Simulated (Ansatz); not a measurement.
**TiC: elastic constants**

Aim: the elastic tensor from the stress of slightly strained cells, and the moduli that follow. Runs: cell and atoms relaxed (PAW); reference run (PAW and LAPW).

The COD entry's cell or inner coordinates are ideal or old and differ from later refinements, so a difference from it is no clean test against experiment.

Computed with Ansatz 0.2.0 (DFT LDA, frozen-core PAW and all-electron LAPW, scalar-relativistic unless said, unless a step's input says otherwise).

2 further runs of the same task are left out: 1 that didn't finish, 1 set aside as unsound or not needed.

## 1. Starting point

It takes space group Fm-3m (No. 225, cubic). The conventional cell has a = 4.319 Å, b = 4.319 Å, c = 4.319 Å, α = 90.00°, β = 90.00°, γ = 90.00°. Ti (site symmetry m-3m) has 6 C at 2.16 Å as nearest neighbours. C (site symmetry m-3m) has 6 Ti at 2.16 Å as nearest neighbours.

Coordinates:

```
CELL_PARAMETERS angstrom
0.00000 2.15930 2.15930
2.15930 0.00000 2.15930
2.15930 2.15930 0.00000
ATOMIC_POSITIONS crystal
Ti 0.00000 0.00000 0.00000
C 0.50000 0.50000 0.50000
```

Cartesian axes are those of the input's lattice vectors. The structure goes back to a database entry.

## 2. Cell and atoms relaxed, PAW

Input file input.yaml:

```yaml
crystal:
  lattice:
    - [0.0, 2.1593, 2.1593]
    - [2.1593, 0.0, 2.1593]
    - [2.1593, 2.1593, 0.0]
  atoms:
    - { symbol: Ti, position: [0.0, 0.0, 0.0] }
    - { symbol: C, position: [0.5, 0.5, 0.5] }
kpoints:
  mp_grid: { grid: [18, 18, 18] }
scf:
  occupations: { method: fermi_dirac, width: 0.1 }
hamiltonian:
  xc: lda
  pseudopotentials: { kind: paw }
relax:
  f_tol: 0.002
  max_steps: 80
  cell: {}
output:
  forces: true
  stress: true
```

Started as:

```console
> ansatz run input.yaml --threads 1 --pin off --max-ram 2560MiB --backend cpu --events-out ev --progress --plain --runs-dir out
```

Output, shortened:

```text
[...]
Pseudopotentials: kind: paw
Pseudopotential: Ti, paw, valence charge 12, recommended cutoff 420 eV (normal), Ti.paw.azcp
Pseudopotential: C, paw, valence charge 4, recommended cutoff 420 eV (normal), C.paw.azcp
Functional definition: SPW92
[...]
Crystal: 2 atoms, lattice volume = 20.136 Å³
Basis set: ecut = 420 eV, 411 PW (Γ)
Bands: 12, of which v1, the nominal top of the filled ones, is band 8 counted from 1 (7 counted from 0)
Symmetry: 48 space group operations
Space group: Fm-3m (ITA 225), of the structure as read, at distance tolerance 2.7e-5 Å
k-points: 195 of 5832
[...]
SCF iter   1: F=—  HF=-2695.159889 eV  |F-HF|=—  |Δ(HF+E_count)|=         —  Δρ=1.03e-2  dr2=2.64e-2  ethr=1.77e-3  ⟨swp⟩=4.4  Hψ=11730  notcnv=0
[...]
relax step   1: F+E_penalty+E_count = -2695.15448273 eV  Δ(F+E_penalty+E_count) = +0.000e0 eV  max|allowed force component| = 1.104e-29 eV/Å  Δτ_max = 0.0000 Å  P = -10.486 GPa  Ω = 20.136 Å³  (6 SCF iters, dr2 threshold 1.00e-7 eV, accepted)
[...]
relax step   3: F+E_penalty+E_count = -2695.18289874 eV  Δ(F+E_penalty+E_count) = -4.729e-4 eV  max|allowed force component| = 1.742e-30 eV/Å  Δτ_max = 0.0000 Å  P = +0.069 GPa  Ω = 19.344 Å³  energy of the carried Pulay correction = +1.791e-3 eV  (6 SCF iters, dr2 threshold 2.00e-7 eV, accepted)
[...]
relax step   4: F+E_penalty+E_count = -2695.18288887 eV  Δ(F+E_penalty+E_count) = +9.876e-6 eV  max|allowed force component| = 1.348e-30 eV/Å  Δτ_max = 0.0000 Å  P = -0.000 GPa  Ω = 19.348 Å³  energy of the carried Pulay correction = +1.780e-3 eV  (6 SCF iters, dr2 threshold 1.19e-8 eV, accepted)
[...]
SCF iter   1: F=—  HF=-2695.181422 eV  |F-HF|=—  |Δ(HF+E_count)|=         —  Δρ=1.69e-4  dr2=1.16e-6  ethr=7.09e-9  ⟨swp⟩=2.9  Hψ=17726  notcnv=0
```

## 3. The log goes on: cell and atoms relaxed by PAW

The log, continued, shortened:

```text
SCF iter   2: F=—  HF=-2695.181422 eV  |F-HF|=—  |Δ(HF+E_count)|=   2.42e-7  Δρ=8.12e-5  dr2=1.92e-7  ethr=7.09e-9  ⟨swp⟩=2.0  Hψ=2900  notcnv=0
[...]
relax step   5: F+E_penalty+E_count = -2695.18142236 eV  Δ(F+E_penalty+E_count) = +1.467e-3 eV  max|allowed force component| = 1.611e-30 eV/Å  Δτ_max = 0.0000 Å  P = -0.118 GPa  Ω = 19.348 Å³  stress off target by 1.18e-1 GPa  SCF on the basis re-selected at this cell (its energy is not [...]
relax step   6: F+E_penalty+E_count = -2695.18144345 eV  Δ(F+E_penalty+E_count) = -2.109e-5 eV  max|allowed force component| = 1.052e-30 eV/Å  Δτ_max = 0.0000 Å  P = -0.000 GPa  Ω = 19.340 Å³  energy of the carried Pulay correction = +1.810e-5 eV  (6 SCF iters, dr2 threshold 3.51e-8 eV, accepted)
[...]
Fermi energy:    15.229162 eV
[...]
--- Forces (eV/Å), atoms counted from 1 ---
  atom   1  Ti    -0.00000000     0.00000000     0.00000000
  atom   2  C      0.00000000    -0.00000000     0.00000000
[...]
--- Stress (GPa, compression-positive) ---
       -0.001058      -0.000000      -0.000000
       -0.000000      -0.001058      -0.000000
        0.000000      -0.000000      -0.001058
  P = ⅓ Tr σ = -0.0011 GPa (-0.011 kbar)
--- Relaxed structure (5 steps of the walk, 5 accepted, 2 SCFs on fresh bases) ---
  F+E_penalty+E_count = -2695.18142415 eV   max|allowed force component| = 1.611e-30 eV/Å   (the final SCF, on the basis selected at the relaxed cell)
  cell:  # Å, volume = 19.3402 Å³
    - [8.152595252632941e-34, 2.130477909147669, 2.130477909147669]
    - [2.130477909147669, -2.1655331139806256e-34, 2.130477909147669]
    - [2.130477909147669, 2.130477909147669, 1.388488878964048e-33]
  atoms:
    - { symbol: Ti, position: [4.756924174531234e-34, -5.351539696347646e-34, -2.9730776090820464e-34] }
    - { symbol: C, position: [0.5, 0.5, 0.5] }
```

Run time: 23 s. Hardware: 1 thread of Intel Xeon Platinum 8259CL at 2.50GHz (Skylake/Cascade Lake), shared host; peak memory 0.41 GiB.

Step by step:

```tsv
step	energy from step 1 (eV/cell)	largest force component (eV/Å)	pressure (GPa)	volume (Å³)
1	0.0000	0.0000	-10.49	20.14
2	-0.0279	0.0000	-1.14	19.43
3	-0.0284	0.0000	0.07	19.34
4	-0.0284	0.0000	0.00	19.35
5	-0.0269	0.0000	-0.12	19.35
6	-0.0270	0.0000	0.00	19.34
7	-0.0269	0.0000	0.00	19.34
```

Step 1 is the start. Steps 5, 7 repeat the geometry before on a plane-wave basis chosen anew for that cell, so the energy can jump there without any move; the table keeps such jumps.

| input's cell | before | after | change |
| --- | --- | --- | --- |
| a (Å) | 3.054 | 3.013 | -1.3 % |
| b (Å) | 3.054 | 3.013 | -1.3 % |
| c (Å) | 3.054 | 3.013 | -1.3 % |
| volume (Å³/atom) | 10.07 | 9.67 | -4.0 % |

## 4. Reference run, PAW

Input file input.yaml:

```yaml
crystal:
  lattice:
    - [0.0, 2.13047790915, 2.13047790915]
    - [2.13047790915, 0.0, 2.13047790915]
    - [2.13047790915, 2.13047790915, 0.0]
  atoms:
    - { symbol: Ti, position: [0.0, 0.0, 0.0] }
    - { symbol: C, position: [0.5, 0.5, 0.5] }
kpoints:
  mp_grid: { grid: [18, 18, 18] }
scf:
  occupations: { method: fermi_dirac, width: 0.1 }
hamiltonian:
  xc: lda
  pseudopotentials: { kind: paw }
elastic:
  mode: relaxed_ion
  stencil: two_point
  amplitude: 0.008
```

Started as:

```console
> ansatz run input.yaml --threads 1 --pin off --max-ram 2560MiB --backend cpu --events-out ev --progress --plain --runs-dir out
```

Output:

```text
Engine: ansatz 0.2.0
[... 4 set-up lines as earlier in the session ...]
  exchange = slater_x
  correlation = pw_c
Crystal: 2 atoms, lattice volume = 19.340 Å³
Basis set: ecut = 420 eV, 339 PW (Γ)
Bands: 12, of which v1, the nominal top of the filled ones, is band 8 counted from 1 (7 counted from 0)
[... 2 set-up lines as earlier in the session ...]
k-points: 195 of 5832
Non-local potential: Ti, projectors of the file, l = 0: 3, l = 1: 2, l = 2: 3, l = 3: 1
Non-local potential: C, projectors of the file, l = 0: 2, l = 1: 2, l = 2: 1
PAW form: soft (Blöchl's): semilocal exchange-correlation on the pseudo side does not see the compensation charge
PAW frozen core: Ti, regenerated for the run's functional, and the local potential with it (the file was generated under x = pbe(κ = 0.804, μ = 0.2195149727645171), c = pbe(β = 0.06672455060314922))
PAW frozen core: C, regenerated for the run's functional, and the local potential with it (the file was generated under x = pbe(κ = 0.804, μ = 0.2195149727645171), c = pbe(β = 0.06672455060314922))
PAW one-centre angular grid: Ti, 590 points (default); XC on 64 Gauss nodes
PAW one-centre angular grid: C, 110 points (default); XC on 64 Gauss nodes
Initial density: superposition of atomic densities (neutral atoms: chi_scale 0, normalization atom), corrected by the library's trained network
Initial wavefunctions: pseudopotential atomic-orbital guess
Functional: x = slater, c = lda
SCF iter   1: F=—  HF=-2695.186607 eV  |F-HF|=—  |Δ(HF+E_count)|=         —  Δρ=1.03e-2  dr2=2.47e-2  ethr=1.77e-3  ⟨swp⟩=4.4  Hψ=11795  notcnv=0
preconditioner: auto → none  [metal: Δε(μ)=0.065 eV  Ē_g=8.071 eV  σ=0.100 eV  W_gap=0.16  n_scr=8 (ndim 8)  ℏωp=23.9 eV  f_vac=0.000  D(μ)=0.31/eV (n_scr^D=0)  sad-step TF]
SCF iter   2: F=—  HF=-2695.184063 eV  |F-HF|=—  |Δ(HF+E_count)|=   2.54e-3  Δρ=7.49e-3  dr2=1.40e-2  ethr=1.54e-4  ⟨swp⟩=1.0  Hψ=3900  notcnv=0
SCF iter   3: F=—  HF=-2695.181467 eV  |F-HF|=—  |Δ(HF+E_count)|=   2.60e-3  Δρ=7.70e-4  dr2=5.56e-5  ethr=8.76e-5  ⟨swp⟩=2.1  Hψ=2666  notcnv=0
SCF iter   4: F=—  HF=-2695.181425 eV  |F-HF|=—  |Δ(HF+E_count)|=   4.12e-5  Δρ=1.73e-4  dr2=1.21e-6  ethr=3.48e-7  ⟨swp⟩=2.0  Hψ=3907  notcnv=0
SCF iter   5: F=—  HF=-2695.181424 eV  |F-HF|=—  |Δ(HF+E_count)|=   1.16e-6  Δρ=1.67e-5  dr2=1.51e-8  ethr=7.59e-9  ⟨swp⟩=2.4  Hψ=3776  notcnv=0
SCF iter   6: F=—  HF=-2695.181424 eV  |F-HF|=—  |Δ(HF+E_count)|=  9.09e-11  Δρ=6.86e-7  dr2=1.76e-11  ethr=9.41e-11  ⟨swp⟩=2.0  Hψ=2612  notcnv=0
SCF iter   7: F=—  HF=-2695.181424 eV  |F-HF|=—  |Δ(HF+E_count)|=  1.64e-11  Δρ=5.08e-8  dr2=4.43e-13  ethr=1.10e-13 (applied; sched 1.00e-12)  ⟨swp⟩=2.0  Hψ=3809  notcnv=0
SCF iter   8: F=-2695.181424 eV  HF=-2695.181424 eV  |F-HF|=9.09e-13  |Δ(HF+E_count)|=  4.55e-13  Δρ=4.21e-9  dr2=1.73e-15  ethr=1.00e-12  ⟨swp⟩=4.0  Hψ=6827  notcnv=0
the search or the solves at the SCF's close seem to have found levels that the self-consistency loop had missed (the run counts 1). By its estimate they hold 7.88e-12 electrons. The energies and the density leave them out; if the run goes on with those levels, later outputs use occupations computed again with them
SCF 1 converged in 8 iterations: F = -2695.181424 eV  dr2 = 1.73e-15
Crystal: 2 atoms, lattice volume = 19.185 Å³
Symmetry: 16 space group operations
k-points: 480 of 5832
Initial density: handed on by an earlier stage of this run
Initial wavefunctions: those handed on with the density
iter 1 solved again at ethr=9.27e-6 eV; its pass at ethr=3.10e-3 eV (dr2=1.48e-3 eV) is discarded
SCF iter   1: F=—  HF=-2695.179530 eV  |F-HF|=—  |Δ(HF+E_count)|=         —  Δρ=2.74e-3  dr2=1.50e-3  ethr=9.27e-6  ⟨swp⟩=1.1  Hψ=38460  notcnv=0
preconditioner: auto → none  [metal: Δε(μ)=0.002 eV  Ē_g=8.189 eV  σ=0.100 eV  W_gap=0.01  n_scr=8 (ndim 8)  ℏωp=24.0 eV  f_vac=0.000  D(μ)=0.30/eV (n_scr^D=0)]
SCF iter   2: F=—  HF=-2695.179142 eV  |F-HF|=—  |Δ(HF+E_count)|=   3.88e-4  Δρ=9.11e-4  dr2=1.78e-4  ethr=9.27e-6  ⟨swp⟩=2.0  Hψ=7164  notcnv=0
SCF iter   3: F=—  HF=-2695.179097 eV  |F-HF|=—  |Δ(HF+E_count)|=   4.45e-5  Δρ=8.48e-5  dr2=1.10e-6  ethr=1.11e-6  ⟨swp⟩=2.2  Hψ=7023  notcnv=0
SCF iter   4: F=—  HF=-2695.179097 eV  |F-HF|=—  |Δ(HF+E_count)|=   1.37e-7  Δρ=1.94e-5  dr2=4.43e-8  ethr=6.86e-9  ⟨swp⟩=2.3  Hψ=7414  notcnv=0
SCF iter   5: F=—  HF=-2695.179097 eV  |F-HF|=—  |Δ(HF+E_count)|=   4.58e-9  Δρ=2.57e-6  dr2=4.00e-10  ethr=2.77e-10  ⟨swp⟩=2.2  Hψ=7038  notcnv=0
SCF iter   6: F=—  HF=-2695.179097 eV  |F-HF|=—  |Δ(HF+E_count)|=  1.87e-10  Δρ=1.75e-7  dr2=2.17e-12  ethr=2.50e-12  ⟨swp⟩=2.6  Hψ=9324  notcnv=0
SCF iter   7: F=-2695.179097 eV  HF=-2695.179097 eV  |F-HF|=4.55e-13  |Δ(HF+E_count)|=  9.09e-13  Δρ=1.01e-8  dr2=1.34e-14  ethr=1.00e-12  ⟨swp⟩=4.4  Hψ=18797  notcnv=0
SCF 2 converged in 7 iterations: F = -2695.179097 eV  dr2 = 1.34e-14
Crystal: 2 atoms, lattice volume = 19.495 Å³
Basis set: ecut = 420 eV, 363 PW (Γ)
iter 1 solved again at ethr=5.15e-9 eV; its pass at ethr=3.10e-3 eV (dr2=8.24e-7 eV) is discarded
SCF iter   1: F=—  HF=-2695.179211 eV  |F-HF|=—  |Δ(HF+E_count)|=         —  Δρ=2.18e-4  dr2=9.91e-7  ethr=5.15e-9  ⟨swp⟩=2.2  Hψ=37431  notcnv=0
preconditioner: auto → none  [metal: Δε(μ)=0.019 eV  Ē_g=8.071 eV  σ=0.100 eV  W_gap=0.05  n_scr=8 (ndim 8)  ℏωp=23.8 eV  f_vac=0.000  D(μ)=0.31/eV (n_scr^D=0)]
SCF iter   2: F=—  HF=-2695.179213 eV  |F-HF|=—  |Δ(HF+E_count)|=   2.69e-6  Δρ=1.07e-4  dr2=1.30e-7  ethr=5.15e-9  ⟨swp⟩=2.3  Hψ=7349  notcnv=0
SCF iter   3: F=—  HF=-2695.179214 eV  |F-HF|=—  |Δ(HF+E_count)|=   9.05e-7  Δρ=2.21e-5  dr2=2.48e-9  ethr=8.10e-10  ⟨swp⟩=2.0  Hψ=6473  notcnv=0
SCF iter   4: F=—  HF=-2695.179214 eV  |F-HF|=—  |Δ(HF+E_count)|=   4.16e-8  Δρ=2.87e-6  dr2=3.76e-11  ethr=1.55e-11  ⟨swp⟩=1.4  Hψ=6179  notcnv=0
SCF iter   5: F=—  HF=-2695.179214 eV  |F-HF|=—  |Δ(HF+E_count)|=  7.19e-10  Δρ=4.11e-8  dr2=1.92e-13  ethr=2.35e-13 (applied; sched 1.00e-12)  ⟨swp⟩=1.8  Hψ=6592  notcnv=0
SCF iter   6: F=-2695.179214 eV  HF=-2695.179214 eV  |F-HF|=4.55e-13  |Δ(HF+E_count)|=  4.55e-13  Δρ=5.93e-9  dr2=1.67e-15  ethr=1.00e-12  ⟨swp⟩=4.0  Hψ=16626  notcnv=0
SCF 3 converged in 6 iterations: F = -2695.179214 eV  dr2 = 1.67e-15
Basis set: ecut = 420 eV, 343 PW (Γ)
Symmetry: 8 space group operations
k-points: 865 of 5832
iter 1 solved again at ethr=3.15e-7 eV; its pass at ethr=3.10e-3 eV (dr2=5.05e-5 eV) is discarded
SCF iter   1: F=—  HF=-2695.180763 eV  |F-HF|=—  |Δ(HF+E_count)|=         —  Δρ=6.67e-4  dr2=4.76e-5  ethr=3.15e-7  ⟨swp⟩=2.1  Hψ=70217  notcnv=0
preconditioner: auto → none  [metal: Δε(μ)=0.014 eV  Ē_g=8.124 eV  σ=0.100 eV  W_gap=0.04  n_scr=8 (ndim 8)  ℏωp=23.9 eV  f_vac=0.000  D(μ)=0.30/eV (n_scr^D=0)]
SCF iter   2: F=—  HF=-2695.180749 eV  |F-HF|=—  |Δ(HF+E_count)|=   1.35e-5  Δρ=2.58e-4  dr2=5.66e-6  ethr=2.97e-7  ⟨swp⟩=1.7  Hψ=12538  notcnv=0
SCF iter   3: F=—  HF=-2695.180746 eV  |F-HF|=—  |Δ(HF+E_count)|=   2.87e-6  Δρ=3.20e-5  dr2=5.94e-8  ethr=3.54e-8  ⟨swp⟩=1.9  Hψ=12172  notcnv=0
SCF iter   4: F=—  HF=-2695.180746 eV  |F-HF|=—  |Δ(HF+E_count)|=   1.06e-7  Δρ=2.53e-6  dr2=2.97e-10  ethr=3.71e-10  ⟨swp⟩=1.3  Hψ=10950  notcnv=0
SCF iter   5: F=—  HF=-2695.180746 eV  |F-HF|=—  |Δ(HF+E_count)|=  5.64e-11  Δρ=2.76e-7  dr2=7.81e-12  ethr=1.86e-12  ⟨swp⟩=2.4  Hψ=15794  notcnv=0
SCF iter   6: F=—  HF=-2695.180746 eV  |F-HF|=—  |Δ(HF+E_count)|=  1.82e-12  Δρ=5.42e-8  dr2=1.68e-13  ethr=4.88e-14 (applied; sched 1.00e-12)  ⟨swp⟩=2.0  Hψ=17005  notcnv=0
SCF iter   7: F=-2695.180746 eV  HF=-2695.180746 eV  |F-HF|=0.00e0  |Δ(HF+E_count)|=  9.09e-13  Δρ=6.94e-9  dr2=3.39e-15  ethr=1.00e-12  ⟨swp⟩=3.9  Hψ=29264  notcnv=0
SCF 4 converged in 7 iterations: F = -2695.180746 eV  dr2 = 3.39e-15
iter 1 solved again at ethr=2.22e-9 eV; its pass at ethr=3.10e-3 eV (dr2=3.55e-7 eV) is discarded
SCF iter   1: F=—  HF=-2695.180745 eV  |F-HF|=—  |Δ(HF+E_count)|=         —  Δρ=1.29e-4  dr2=3.03e-7  ethr=2.22e-9  ⟨swp⟩=2.0  Hψ=65827  notcnv=0
preconditioner: auto → none  [metal: Δε(μ)=0.011 eV  Ē_g=8.124 eV  σ=0.100 eV  W_gap=0.03  n_scr=8 (ndim 8)  ℏωp=23.9 eV  f_vac=0.000  D(μ)=0.30/eV (n_scr^D=0)]
SCF iter   2: F=—  HF=-2695.180746 eV  |F-HF|=—  |Δ(HF+E_count)|=   9.43e-7  Δρ=6.39e-5  dr2=5.09e-8  ethr=1.90e-9  ⟨swp⟩=1.3  Hψ=10650  notcnv=0
SCF iter   3: F=—  HF=-2695.180746 eV  |F-HF|=—  |Δ(HF+E_count)|=   3.17e-7  Δρ=5.43e-6  dr2=4.42e-10  ethr=3.18e-10  ⟨swp⟩=1.4  Hψ=10741  notcnv=0
SCF iter   4: F=—  HF=-2695.180746 eV  |F-HF|=—  |Δ(HF+E_count)|=   2.25e-9  Δρ=2.70e-7  dr2=1.12e-11  ethr=2.76e-12  ⟨swp⟩=2.3  Hψ=13014  notcnv=0
SCF iter   5: F=—  HF=-2695.180746 eV  |F-HF|=—  |Δ(HF+E_count)|=  1.82e-12  Δρ=8.36e-8  dr2=3.84e-13  ethr=7.01e-14 (applied; sched 1.00e-12)  ⟨swp⟩=2.8  Hψ=17431  notcnv=0
SCF iter   6: F=-2695.180746 eV  HF=-2695.180746 eV  |F-HF|=9.09e-13  |Δ(HF+E_count)|=    0.00e0  Δρ=6.52e-9  dr2=4.46e-15  ethr=1.00e-12  ⟨swp⟩=4.0  Hψ=30355  notcnv=0
SCF 5 converged in 6 iterations: F = -2695.180746 eV  dr2 = 4.46e-15
SCF converged after 8 iterations
Free energy (F): -2695.181424 eV
Harris-Foulkes:  -2695.181424 eV  (|F-HF|=9.09e-13)
Internal energy: -2695.171321 eV  (E = F + TS)
E sigma→0 (E₀):  -2695.176373 eV
Entropy (-TS):   -0.010103 eV (-5.051 meV/atom)
Fermi energy:    15.229162 eV
--- Per-component energies (eV) ---
  E_band       = -98.744355
  E_kinetic    = 364.949332
  E_local      = -750.621783  (includes V_loc(G=0)·N_el)
  E_nonlocal   = 37.163522
  E_hartree    = 305.829122
  E_xc         = -147.109336
  E_vxc        = -184.546073  (∫ρ·V_xc dr)
  E_paw        = -1089.460696  (= ΣΔE_a)
  E_vpaw       = -177.347698  (= ΣTr[D̂ρ^β])
  E_aug_tail   = 0.000102  (compensation charges beyond the density's cutoff)
  E_ewald      = -1416.310367
  E_core_change = 0.388783  (= ΣΔE_core)
  E_smearing   = -0.010103  (= −TS)
  E_closure    = 0.000000  (closes the sum)
  Σ components = -2695.181424   (vs F -2695.181424, Δ=0.00e0)
--- Forces (eV/Å), atoms counted from 1 ---
  atom   1  Ti    -0.00000000     0.00000000     0.00000000
  atom   2  C      0.00000000    -0.00000000    -0.00000000
  max |Σ_I F_I| component: 9.01e-30 eV/Å
--- Stress (GPa, compression-positive) ---
       -0.001058      -0.000000       0.000000
       -0.000000      -0.001058       0.000000
       -0.000000       0.000000      -0.001058
  P = ⅓ Tr σ = -0.0011 GPa (-0.011 kbar)
--- Band table (eV; the first three rows and the last of 195) ---
  k-point 0: bands = ["-40.5876", "-16.8962", "-16.8962", "-16.8962", "2.7866", "15.8905", "15.8905", "15.8905", "16.9880", "16.9880", "16.9880", "17.0667"]
  k-point 1: bands = ["-40.5848", "-16.9156", "-16.8979", "-16.8979", "2.8620", "15.5234", "15.7585", "15.7585", "16.3280", "16.3280", "17.1960", "17.9678"]
  k-point 2: bands = ["-40.5765", "-16.9714", "-16.9030", "-16.9030", "3.0842", "14.7672", "15.1064", "15.1064", "16.3077", "16.3077", "17.5181", "18.9622"]
  k-point 194: bands = ["-40.4590", "-17.3007", "-17.2429", "-17.1132", "5.7606", "11.9536", "12.1276", "12.4921", "17.8572", "18.4251", "18.9712", "20.6136"]
--- Elastic constants: 2 strain directions × 2 members + reference (group order 48) ---
  dense FFT box of the reference and of every strained cell: 24×24×24
  strains applied: 11, 23; error gains: componentwise 1.00 (the most a stress slope's error grows in a printed constant), spectral 1.73 (1 for all six strains in a standard setting)
  C = ∂σ_k/∂η_j (tension-positive GPa; Voigt order 11 22 33 23 13 12):
       588.431    129.066    129.066      0.000      0.000      0.000
       129.066    588.431    129.066      0.000      0.000      0.000
       129.066    129.066    588.431      0.000     -0.000      0.000
        -0.000      0.000      0.000    177.787     -0.000      0.000
         0.000     -0.000     -0.000      0.000    177.787      0.000
        -0.000      0.000     -0.000      0.000     -0.000    177.787
  reference stress σ⁰ (GPa):      0.001      0.001      0.001     -0.000      0.000      0.000
  C* (energy form; C + prestress term) asymmetry max|C*_kj − C*_jk| = 7.412e-16 GPa — a small one proves nothing (zero by symmetry where the batch's group is 432, −43m or m−3m); a large one is finite-difference/SCF noise where every solve meets its electron count
  moduli (Voigt/Reuss/Hill, GPa): K = 282.19/282.19/282.19   G = 198.55/195.45/197.00   E = 479.43   ν = 0.217
  mechanically stable: yes (min eigenvalue of sym C = 177.79 GPa)
  strain η (Voigt 11):  stress-route row diagonal C_11 = 588.43 GPa, energy-path curvature d²(F+E_count+ΔE)/dδ²/Ω₀ = 588.16 GPa
         δ    σ_11 (GPa)             F (eV)   n_scf  n_hpsi   n_pw
    -8.000e-3      -4.9116       -2695.1790975       7  101454    388   relax 0 steps, max|allowed force component| 5.42e-31 eV/Å
     8.000e-3       4.5033       -2695.1792144       6   86868    390   relax 0 steps, max|allowed force component| 3.94e-31 eV/Å
  strain η (Voigt 23):  stress-route row diagonal C_44 = 177.79 GPa, energy-path curvature d²(F+E_count+ΔE)/dδ²/Ω₀ = 177.75 GPa
         δ    σ_23 (GPa)             F (eV)   n_scf  n_hpsi   n_pw
    -8.000e-3      -1.4223       -2695.1807463       7  179198    388   relax 0 steps, max|allowed force component| 3.45e-31 eV/Å
     8.000e-3       1.4223       -2695.1807463       6  159214    388   relax 0 steps, max|allowed force component| 7.89e-31 eV/Å
```

Run time: 45 s. Hardware: 1 thread of Intel Xeon Platinum 8259CL at 2.50GHz (Skylake/Cascade Lake), shared host; peak memory 0.56 GiB.

C in GPa (Voigt order xx, yy, zz, yz, xz, xy):

```
588.4 129.1 129.1   0.0   0.0   0.0
129.1 588.4 129.1   0.0   0.0   0.0
129.1 129.1 588.4   0.0   0.0   0.0
  0.0   0.0   0.0 177.8   0.0   0.0
  0.0   0.0   0.0   0.0 177.8   0.0
  0.0   0.0   0.0   0.0   0.0 177.8
```

(Part 1 of 2 ends here.)
